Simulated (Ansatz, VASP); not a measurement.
MoH5 in VASP and in Ansatz

```xyz
6
Lattice="3.7043 0.0000 0.0000 0.0000 3.7043 0.0000 0.0000 0.0000 2.5271" Properties=species:S:1:pos:R:3 pbc="T T T"
H     1.3710    1.8522    0.0000
H     2.3333    1.8522    0.0000
H     1.8522    1.3710    0.0000
H     1.8522    2.3333    0.0000
H     0.0000    0.0000    0.0000
Mo    0.0000    0.0000    1.2635
```

Alike in both runs: task relaxation of cell and atoms; functional PBE; k mesh 6 × 6 × 6; occupations gaussian, width 0.1 eV; no spin polarisation.

|  | VASP | Ansatz |
| --- | --- | --- |
| version | VASP 6.6.1 | Ansatz 0.2.0 |
| potentials or method | VASP PAW PBE potentials, release 64 (H, Mo_sv) | scalar-relativistic, plane waves, PAW |
| plane-wave cutoff (eV) | 600 | 420 |
| valence electrons in the cell | 19 | 19 |

```csv
,VASP,Ansatz,Ansatz less VASP
"gap on the k mesh at the Fermi level, each at its own relaxed structure (eV)",none,none,-
relaxed volume (Å³/atom),6.03,5.50,-0.529
relaxed cell length with the largest relative difference (Å),3.291,3.167,-0.1242
energy change over the relaxation (meV/atom),-2090,-2093,-2.4
```

A gap of «none» marks a metal or a gap that the smearing closes. One of these differences is far larger than is usual between the two programs; its cause wasn't traced.

Caveats: the k mesh is coarse (spacing up to 0.41 Å⁻¹), so the values aren't converged.
